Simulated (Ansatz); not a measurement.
Crystal: Pb.

```xyz
1
Lattice="0.0193 2.4629 2.4528 2.5029 -0.0067 2.4789 2.4813 2.4674 0.0148" Properties=species:S:1:pos:R:3 pbc="T T T"
Pb    0.0000    0.0000    0.0000
```

The cell isn't the ideal one: cell sheared at random, sigma 0.01, atoms nudged by 0.01 Å.

```yaml
Program: Ansatz 0.2.0
Task: relaxation of cell and atoms
Functional: RPBE
Potentials_or_basis: Ansatz PAW
Cutoff: "420 eV (not typed: the program's choice for these potentials)"
k_mesh: 9 × 9 × 9
Occupations: fermi-dirac, width 0.05 eV
Spin: no spin polarisation
```

At the start: volume 30.13 Å³/atom.

**Question.** How do energy, volume and symmetry change on relaxing?

**Answer.** It ends after 5 steps and the volume is 33.13 Å³/atom (+10.0 %); space group Fm-3m (No. 225, to 0.05 Å).

The path:
```csv
step,energy change (eV),largest force (eV/Å),volume (Å³)
1,0.0000,0.0000,30.13
2,-0.0366,0.0000,33.13
3,-0.0367,0.0000,33.13
4,-0.0367,0.0000,33.13
5,-0.0371,0.0000,33.13
```

Final structure:
```xyz
1
Lattice="-0.0007 2.5495 2.5464 2.5512 0.0002 2.5455 2.5519 2.5493 -0.0005" Properties=species:S:1:pos:R:3 pbc="T T T"
Pb    0.0000    0.0000    0.0000
```

Caveat: the plane-wave basis is chosen anew once the cell has moved, so the energies of steps on either side of that aren't comparable; the PAW data sets come from PBE, with cores solved anew for the run's functional, which leaves a small shift of forces and pressure.
